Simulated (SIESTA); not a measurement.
The system is SnO.

```
CELL_PARAMETERS angstrom
3.81370 0.00000 0.00000
0.00000 3.81370 0.00000
0.00000 0.00000 4.88691
ATOMIC_POSITIONS crystal
Sn 0.50000 0.00000 0.76463
Sn 0.00000 0.50000 0.23537
O 0.00000 0.00000 0.00000
O 0.50000 0.50000 0.00000
```

The cell is a database's computed one.

Program: SIESTA 5.4.2. Alike in all runs: task band structure; no spin polarisation; cell as given; k mesh 7 × 7 × 6; smearing fermi-dirac 0.05 eV; grid cutoff 800 Ry; energy shift 0.003 Ry.

Problem. Order these runs on this cell by their pressure, lowest first.
A. level BLYP; potentials or basis PseudoDojo 0.4 standard (PBE files), DZP (energy shift 0.003 Ry; two zetas on semicore shells)
B. level LDA; potentials or basis PseudoDojo 0.4 standard (LDA files), DZP (energy shift 0.003 Ry; two zetas on semicore shells)
C. level PBEsol; potentials or basis PseudoDojo 0.4 standard (PBEsol files), DZP (energy shift 0.003 Ry; two zetas on semicore shells)

Solution. B (-0.5 GPa), C (2.5 GPa), A (11.6 GPa).

Caveats: the basis of atomic orbitals isn't converged, which shifts pressures, moduli and gaps; the potentials were made for another functional, which shifts forces and pressure (some runs).

Runs at the PBE level aren't shown here.
